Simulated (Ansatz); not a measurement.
We consider α-phase Li3N, described by PBEsol-D3(BJ) (Ansatz, a quantum-chemistry and plane-wave program, PAW).

Numerical settings: plane-wave cutoff 520 eV, 12×12×10 k mesh (along the axes of the cell as run), Fermi–Dirac smearing 0.01 eV, scalar-relativistic PAW data made under PBE.

Shape and atoms are relaxed at each volume.

Pressure at four volumes; x = ln(V/10.231 Å³). One pressure is withheld.

```json
[
 {"V (Å³/atom)": "9.822", "x": "-0.0408", "P (GPa)": "?"},
 {"V (Å³/atom)": "10.026", "x": "-0.0202", "P (GPa)": "1.27"},
 {"V (Å³/atom)": "10.231", "x": "0.0000", "P (GPa)": "0.00"},
 {"V (Å³/atom)": "10.640", "x": "0.0392", "P (GPa)": "-2.21"}
]
```

Problem. Pass a parabola P(x) through the three rows shown, estimate the bulk modulus and its pressure derivative near zero pressure, and predict the withheld pressure.

Solution. Slopes between the rows: (0.00 − (1.27))/(0.0000 − (-0.0202)) = -62.87 and (-2.21 − (0.00))/(0.0392 − (0.0000)) = -56.38 GPa. Their difference over the span 0.0594 is c = 6.49/0.0594 = 109.3 GPa, so P(x) = 1.27 + (-62.87)(x − (-0.0202)) + 109.3 (x − (-0.0202))(x − (0.0000)). At the middle row B = −dP/dx = −[-62.87 + 109.3 × 0.0202] = 60.7 GPa, and B′ = dB/dP = 2c/B = 3.6. At x = -0.0408 the parabola gives 2.66 GPa; the run gives 2.67 GPa. The Birch–Murnaghan fit to the energies at all volumes has B0 = 60.5 GPa and B′ = 3.8.

Note: the bulk modulus comes from volumes at which shape and atoms were relaxed.
